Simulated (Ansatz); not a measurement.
Results of PBEsol-D3(BJ) (PAW; Ansatz, an electronic-structure program) for skutterudite CoSb3.

Numerical settings: plane-wave cutoff 520 eV, 6×6×6 k mesh, Fermi–Dirac smearing 0.01 eV, no spin polarisation, scalar-relativistic PAW data made under PBE.

Cell (relaxed at this level):

Space group Im-3 (No. 204); a = 8.8797 Å, b = 8.8797 Å, c = 8.8797 Å, α = 90.00°, β = 90.00°, γ = 90.00°

```tsv
atom	site	symmetry	x	y	z
Co	8c	.-3.	0.2500	0.2500	0.2500
Sb	24g	m..	0.0000	0.3330	0.1596
```
(The calculation used a cell of 16 atoms; values per cell refer to that cell.)

### Question
Estimate the bulk modulus B0, band gap and pressure derivative B′ of the bulk modulus that the calculation returns.

### Answer

bulk modulus B0: 107 GPa
band gap: 0.39 eV
pressure derivative B′ of the bulk modulus: 4.8

Measured, for comparison: band gap 0.63 eV (temperature not stated, no zero-point or thermal correction; as tabulated in Kim et al. (2020), doi:10.1038/s41597-020-00723-8); bulk modulus 95 ± 5 GPa (room temperature, no zero-point or thermal correction, our sources range from 85.0 to 95.0; as tabulated in Alexeev et al. (2016), arXiv:1601.07731). Computed (rounded) less measured: bulk modulus +13 % (+13 % to +26 % over the range).

Note: the bulk modulus comes from volumes at which shape and atoms were relaxed.

Spin–orbit coupling is not included; with these elements it can move the gap by several tenths of an eV or more.

Static lattice: no zero-point or thermal effects.
